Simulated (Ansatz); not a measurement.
Input of an Ansatz 0.2.0 run:

input.yaml

```yaml
crystal:
  lattice:
    - [0.0, 4.1175163063, 4.2628978354]
    - [2.3895119538, 0.0, 4.2628978354]
    - [2.3895119538, 4.1175163063, 0.0]
  atoms:
    - { symbol: Ti, position: [0.75, 0.75, 0.75] }
    - { symbol: Ti, position: [0.5, 0.5, 0.5] }
    - { symbol: Si, position: [0.41256561, 0.08743439, 0.41256561] }
    - { symbol: Si, position: [0.08743439, 0.41256561, 0.08743439] }
    - { symbol: Si, position: [0.16256561, 0.83743439, 0.16256561] }
    - { symbol: Si, position: [0.83743439, 0.16256561, 0.83743439] }
hamiltonian:
  xc: pbesol
  pseudopotentials: { kind: paw }
  hubbard: { sites: [{ species: Ti, l: d, u_eff: 2.0 }] }
kpoints:
  mp_grid: { grid: [7, 7, 7] }
scf:
  occupations: { method: fermi_dirac, width: 0.05 }
output:
  forces: true
  stress: true
  eigenvalues: true
relax:
  f_tol: 0.01
  max_steps: 40
  cell: { stress_tol: 0.05 }
```

Potentials or basis: Ansatz PAW.

Command:

```bash
$ ansatz run input.yaml --threads 2 --pin off --max-ram 5632MiB --backend cpu --events-out ev --progress --plain --runs-dir out
```

Q: What does it give for the band gap on the k mesh?

A: None (metal or under the smearing width).

Q: Estimate the space group after relaxing (to 0.05 Å).

A: Fddd (No. 70).

Eigenvalues of the final occupation matrices:
```tsv
site	spin	trace	eigenvalues
site 1	1	1.59	0.27 0.30 0.32 0.33 0.37
site 2	1	1.59	0.27 0.30 0.32 0.33 0.37
```

Caveat: U without spin polarisation on a metal has little footing; the U is typed as a test and isn't derived for this compound.
